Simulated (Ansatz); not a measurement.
Runs of Ansatz 0.2.0 on PbO2. Symmetry: Fm-3m, No. 225, cubic system. Conventional cell: a = 5.404 Å, b = 5.404 Å, c = 5.404 Å, α = 90.00°, β = 90.00°, γ = 90.00°. Pb (site symmetry m-3m) is surrounded by 8 O at 2.34 Å. O (site symmetry -43m) has 4 Pb at 2.34 Å as nearest neighbours. The cell comes from a database or a generator and needn't be the stable form of this composition.

```tsv
task	level	spin	k mesh	cutoff (eV)	points for each segment of the path	gap on the mesh (eV)	pressure (GPa)
phonons	PBEsol	off	8 × 8 × 8	420	-	none	-
band structure	r2SCAN	off	9 × 9 × 9	500	14	none	(a)
band structure	LDA	off	9 × 9 × 9	420	14	none	-10.0
band structure	PBEsol	SOC, no magnetisation	9 × 9 × 9	420	14	none	-6.1
```

Alike in all rows: potentials or basis Ansatz PAW; cell as given; smearing fermi-dirac 0.05 eV.

Fill in the values left out.

(a) -6.7.

Caveats: the PAW data sets come from PBE, with cores solved anew for the run's functional, which leaves a small shift of forces and pressure; spin-orbit coupling is left out, which moves the levels of the heavy elements (some runs).

A k mesh can miss the band edges, and rows without SOC leave out spin-orbit coupling on Pb.

A gap of «none» marks a metal or a gap under the smearing width.
